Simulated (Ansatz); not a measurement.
HgSe:

```
CELL_PARAMETERS angstrom
0.00000 3.03900 3.03900
3.03900 0.00000 3.03900
3.03900 3.03900 0.00000
ATOMIC_POSITIONS crystal
Hg 0.00000 0.00000 0.00000
Se 0.75000 0.75000 0.75000
```

Base run:

- Program: Ansatz 0.2.0
- Functional: PBE
- Potentials or basis: Ansatz PAW
- Cutoff: 420 eV (not typed: the program's choice for these potentials)
- k mesh: 8 × 8 × 8
- Occupations: fermi-dirac, width 0.05 eV
- Spin: spin-orbit coupling, no magnetisation

Its results: band gap on the k mesh none (metal or under the smearing width); pressure 4.1 GPa.

Question: The run is repeated on the same cell with these changes: k mesh from 8 × 8 × 8 to 13 × 13 × 13; spin from spin-orbit coupling, no magnetisation to no spin polarisation; potential files from those of the base run to others of the same set. What comes out?

Answer: Band gap on the k mesh none (metal or under the smearing width); pressure 4.7 GPa.

Several settings changed at once, so the effect can't be laid on one alone.
